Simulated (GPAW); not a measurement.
**zinc-blende (GaAs)₁₋ₓ(GaP)ₓ at x = 0: the Ga K absorption edge**

Aim: the Ga K edge in zinc-blende (GaAs)₁₋ₓ(GaP)ₓ at x = 0, one member of a composition series.

Calculated with GPAW 26.7.0; X-ray absorption from dipole matrix elements to empty bands, plane-wave PAW PBE.

Most raw output is cut from this account.

### 1. The structure

It takes space group F-43m (No. 216, cubic). The conventional cell has a = 5.653 Å, b = 5.653 Å, c = 5.653 Å, α = 90.00°, β = 90.00°, γ = 90.00°. Nearest to Ga lie 4 As at 2.45 Å. Nearest to As lie 4 Ga at 2.45 Å. 16-atom zinc-blende cell, 0 of 8 As sites taken by P at random, lattice constants typed for the ends and interpolated (Vegard). Farther neighbours are not listed.

Coordinates:

```cif
data_structure
_symmetry_space_group_name_H-M 'F-43m'
_symmetry_Int_Tables_number 216
_cell_length_a 5.6530
_cell_length_b 5.6530
_cell_length_c 5.6530
_cell_angle_alpha 90.000
_cell_angle_beta 90.000
_cell_angle_gamma 90.000
_cell_volume 180.65
loop_
_atom_site_label
_atom_site_type_symbol
_atom_site_symmetry_multiplicity
_atom_site_Wyckoff_symbol
_atom_site_fract_x
_atom_site_fract_y
_atom_site_fract_z
_atom_site_occupancy
Ga1 Ga 4 a 0.00000 0.00000 0.00000 1
As1 As 4 c 0.25000 0.75000 0.75000 1
```

### 2. The field without a hole

A plain self-consistent run shows whether there is a gap, which decides the set-up of the core-hole run.

Contents of scf.py:

```python
import numpy as np
from ase import Atoms
from ase.parallel import parprint, paropen
from gpaw import GPAW, PW, FermiDirac, Mixer, MixerDif, setup_paths
from gpaw.test import gen
setup_paths.insert(0, '.')
gen('Ga', name='nch1s', xcname='PBE', corehole=(1, 0, 0), write_xml=True)
from gpaw.mpi import world
world.barrier()

atoms = Atoms('GaAsGaAsGaAsGaAsGaAsGaAsGaAsGaAs',
    cell=[[0, 5.653, 5.653],
     [5.653, 0, 5.653],
     [5.653, 5.653, 0]],
    scaled_positions=[[0, 0, 0],
     [0.125, 0.125, 0.125],
     [0, 0, 0.5],
     [0.125, 0.125, 0.625],
     [0, 0.5, 0],
     [0.125, 0.625, 0.125],
     [1, 0.5, 0.5],
     [0.125, 0.625, 0.625],
     [0.5, 0, 0],
     [0.625, 0.125, 0.125],
     [0.5, 1, 0.5],
     [0.625, 0.125, 0.625],
     [0.5, 0.5, 0],
     [0.625, 0.625, 0.125],
     [0.5, 0.5, 0.5],
     [0.625, 0.625, 0.625]],
    pbc=True)
atoms.calc = calc = GPAW(legacy_gpaw=True, mode=PW(400, force_complex_dtype=True), xc='PBE', setups={0: 'nch1s'},
    kpts={'size': (4, 4, 4), 'gamma': True}, occupations=FermiDirac(0.05),
    charge=0, mixer=Mixer(0.1, 5, 50), maxiter=150,
    convergence={'density': 0.0001, 'eigenstates': 1e-6}, txt='scf.txt')
energy = atoms.get_potential_energy() + calc.get_reference_energy()
ef = calc.get_fermi_level()
out = dict(energy=energy, fermi=ef, forces=atoms.get_forces().tolist())
parprint(f'all-electron energy {energy:.4f} eV, Fermi level {ef:.4f} eV')
ev = np.array([[calc.get_eigenvalues(k, s) for k in range(len(calc.get_ibz_k_points()))] for s in range(calc.get_number_of_spins())])
out['homo'], out['lumo'], out['counts'] = ev[ev < ef].max(), ev[ev > ef].min(), sorted(set((ev < ef).sum((0, 2)).tolist()))
out['filled'] = (ev[:, 0] < ef).sum(1).tolist()
import json
with paropen('out.json', 'w') as f:
    json.dump(out, f)
```

On the command line:

```console
$ OMP_NUM_THREADS=1 mpirun -n 4 gpaw python scf.py
```

Run time: 17 s. Hardware: 4 MPI ranks of AMD EPYC 9R14 (Zen 4), shared host; peak memory 0.3 GiB; 62 s of CPU time.

The mesh shows a gap of 0.59 eV. The excited electron is kept all the same, so that all members of the series, with or without a gap, are treated alike.

### 3. Reference energy of the cell

The photon energy needs a difference of total energies, so the cell and mesh of the coming hole run are first run without a hole.

scf.py: that of step 2 with these lines changed.

```diff
@@ -20,3 +20,3 @@
      [0.125, 0.625, 0.125],
-     [1, 0.5, 0.5],
+     [0, 0.5, 0.5],
      [0.125, 0.625, 0.625],
@@ -24,3 +24,3 @@
      [0.625, 0.125, 0.125],
-     [0.5, 1, 0.5],
+     [0.5, 0, 0.5],
      [0.625, 0.125, 0.625],
@@ -32,3 +32,3 @@
 atoms.calc = calc = GPAW(legacy_gpaw=True, mode=PW(400, force_complex_dtype=True), xc='PBE', setups={0: 'nch1s'},
-    kpts={'size': (4, 4, 4), 'gamma': True}, occupations=FermiDirac(0.05),
+    kpts={'size': (3, 3, 3), 'gamma': True}, occupations=FermiDirac(0.02),
     charge=0, mixer=Mixer(0.1, 5, 50), maxiter=150,
```

It took 13 s on 4 MPI ranks; peak memory 0.31 GiB.

Reference energy: -915166.822 eV with the cores included.

### 4. Spectrum with XCH, Ga atom 1

The holes are 8.0 Å apart. In GPAW the data set carries the hole's charge, so charge=0 means a charged cell and charge=-1 a neutral one. The excited electron is kept in the cell, where it fills the lowest empty states and screens the hole. After the field has converged, empty bands are computed with the density fixed and the dipole matrix elements are summed.

The absorber has 4 As at 2.45 Å (tetrahedral).

Contents of xas.py:

```python
import numpy as np
from ase import Atoms
from ase.parallel import parprint, paropen
from gpaw import GPAW, PW, FermiDirac, Mixer, MixerDif, setup_paths
from gpaw.test import gen
setup_paths.insert(0, '.')
gen('Ga', name='fch1s', xcname='PBE', corehole=(1, 0, 1), write_xml=True)
from gpaw.mpi import world
world.barrier()

atoms = Atoms('GaAsGaAsGaAsGaAsGaAsGaAsGaAsGaAs',
    cell=[[0, 5.653, 5.653],
     [5.653, 0, 5.653],
     [5.653, 5.653, 0]],
    scaled_positions=[[0, 0, 0],
     [0.125, 0.125, 0.125],
     [0, 0, 0.5],
     [0.125, 0.125, 0.625],
     [0, 0.5, 0],
     [0.125, 0.625, 0.125],
     [0, 0.5, 0.5],
     [0.125, 0.625, 0.625],
     [0.5, 0, 0],
     [0.625, 0.125, 0.125],
     [0.5, 0, 0.5],
     [0.625, 0.125, 0.625],
     [0.5, 0.5, 0],
     [0.625, 0.625, 0.125],
     [0.5, 0.5, 0.5],
     [0.625, 0.625, 0.625]],
    pbc=True)
atoms.calc = calc = GPAW(legacy_gpaw=True, mode=PW(400, force_complex_dtype=True), xc='PBE', setups={0: 'fch1s'},
    kpts={'size': (3, 3, 3), 'gamma': True}, occupations=FermiDirac(0.04),
    charge=-1, mixer=Mixer(0.1, 5, 50), maxiter=150,
    convergence={'density': 0.0001, 'eigenstates': 1e-6}, txt='scf.txt')
energy = atoms.get_potential_energy() + calc.get_reference_energy()
ef = calc.get_fermi_level()
out = dict(energy=energy, fermi=ef, forces=atoms.get_forces().tolist())
parprint(f'all-electron energy {energy:.4f} eV, Fermi level {ef:.4f} eV')
ev = np.array([[calc.get_eigenvalues(k, s) for k in range(len(calc.get_ibz_k_points()))] for s in range(calc.get_number_of_spins())])
out['homo'], out['lumo'], out['counts'] = ev[ev < ef].max(), ev[ev > ef].min(), sorted(set((ev < ef).sum((0, 2)).tolist()))
out['filled'] = (ev[:, 0] < ef).sum(1).tolist()

from ase.units import Ha
from gpaw.xas import dipole_matrix_elements
nb = int(calc.get_number_of_electrons() / 2) + 185
top, nb = nb, nb + 8 + nb // 12
nscf = calc.fixed_density(kpts={'size': (4, 4, 4), 'gamma': True}, nbands=nb,
    convergence={'bands': top, 'eigenstates': 5e-3}, maxiter=60, txt='nscf.txt')
cell = atoms.cell.array
ops = [cell.T @ U.T @ np.linalg.inv(cell.T) for U in nscf.wfs.kd.symmetry.op_scc]
filled = [32]  # bands filled in the ground state, by spin
E = np.arange(-6, 30, 0.1)
fwhm = np.interp(E, [4, 25], [1.82, 3.5])
Y, X, zero, highest = 0, 0, 1e9, 1e9
for spin in range(nscf.get_number_of_spins()):
    wfs = nscf.wfs
    mine = wfs.bd.get_slice()  # this rank's bands
    A = dipole_matrix_elements(wfs.setups[0])
    eps = np.zeros((wfs.kd.nibzkpts, nb))
    d = np.zeros((3, A.shape[1], wfs.kd.nibzkpts, nb), complex)
    for kpt in wfs.kpt_u:
        if kpt.s == spin and 0 in kpt.P_ani:
            eps[kpt.k, mine] = kpt.eps_n * Ha
            d[:, :, kpt.k, mine] = (kpt.weight * wfs.nspins / 2) ** 0.5 * np.inner(A, kpt.P_ani[0])
    world.sum(eps)
    world.sum(d)
    T = np.einsum('amkn,bmkn->abkn', d, d.conj()).real
    T = sum(np.einsum('ai,ijkn,bj->abkn', R, T, R) for R in ops) / len(ops)
    empty = np.ones_like(eps, bool) & (np.arange(nb) >= filled[spin])
    zero, highest = min(zero, eps[empty].min()), min(highest, eps[:, top - 1].min())
    lines = [(eps, T, empty)] if spin == 0 else lines + [(eps, T, empty)]
for eps, T, empty in lines:
    f = np.einsum('aakn->akn', T).reshape(3, -1)
    x = eps.ravel() - zero
    w = np.interp(x, E, fwhm) / 2.35482
    g = np.exp(-0.5 * ((E[:, None] - x) / w) ** 2) / (w * (2 * np.pi) ** 0.5)
    Y = Y + (f * empty.ravel()) @ g.T
    X = X + (f * ~empty.ravel()) @ g.T
out.update(E=E.round(2).tolist(), xas=Y.tolist(), xes=X.tolist(), zero=zero, valid=highest - zero, nk=len(eps), nb=nb)
for i in range(0, len(E), 10):
    parprint(f'{E[i]:7.2f}', *(f'{v:10.3e}' for v in Y[:, i]))
import json
with paropen('out.json', 'w') as f:
    json.dump(out, f)
```

On the command line:

```console
$ OMP_NUM_THREADS=1 mpirun -n 4 gpaw python xas.py
```

It took 45 s on 4 MPI ranks; peak memory 0.47 GiB.

The Ga K spectrum, Ga atom 1, excited-electron core hole (neutral cell) (energy from the bottom of the conduction band, which holds the excited electron; intensity scaled to a mean of 1 over the first 20 eV):

| E (eV) | intensity |
| --- | --- |
| -2.0 | 0.00 |
| -1.0 | 0.01 |
| 0.0 | 0.09 |
| 1.0 | 0.45 |
| 2.0 | 0.97 |
| 3.0 | 1.40 |
| 4.0 | 1.81 |
| 5.0 | 1.67 |
| 6.0 | 1.19 |
| 7.0 | 1.02 |
| 8.0 | 0.97 |
| 9.0 | 0.88 |
| 10.0 | 0.94 |
| 11.0 | 1.12 |
| 12.0 | 1.25 |
| 13.0 | 1.15 |
| 14.0 | 0.93 |
| 15.0 | 0.75 |
| 16.0 | 0.66 |
| 17.0 | 0.69 |
| 18.0 | 0.78 |
| 19.0 | 0.80 |
| 20.0 | 0.76 |
| 21.0 | 0.74 |
| 22.0 | 0.75 |
| 23.0 | 0.73 |
| 24.0 | 0.71 |
| 25.0 | 0.71 |
| 26.0 | 0.74 |
| 27.0 | 0.77 |

Main maxima below 27 eV (height): 4.4 eV (1.86), 12.2 eV (1.25) and 18.6 eV (0.81). A K edge sees empty p states on the absorber.

The energy difference (zero at 10401 eV) isn't read as a photon energy: for so heavy an absorber the terms left out (the hole's spin, the functional's error) amount to tens of eV or more.

### 5. Outcome

| Item | Value |
| --- | --- |
| absorber and edge | Ga K, atom 1 of the ground-state input (counted from 1) |
| surroundings | 4 As at 2.45 Å (tetrahedral) |
| highest intensity below 24 eV | 4.4 eV above the zero, height 1.86 |

**Reading.** The Ga K edge of atom 1, with 4 As at 2.45 Å (tetrahedral), has its highest intensity of the first 24 eV at 4.4 eV above the zero, 1.9 times the mean level of the first 20 eV (Gaussian full width 1.82 eV up to 4 eV, rising linearly to 3.5 eV at 25 eV). The script folds with a Gaussian, whereas the core hole's own line is a Lorentzian, so the onset is too steep and the first peak too high.

[Logs are printed without paths, hosts, clocks, repeated set-up lines and the standing remarks that a program may print on its own settings, such as how far it seeks lower states.]

[Hosts, paths, dates, database ids (printed as entryN), source tags and the programs' standing remarks are cut or masked in the printed files.]

[Lists of maxima count a maximum above −3 eV only where it reaches 4 % of the highest in the window and stands out from its surroundings by 2 % of it (1.5 % where it reaches 55 %); shoulders and weaker maxima are passed over, and of the rest the first, up to two pre-edge ones and the few strongest are named.]
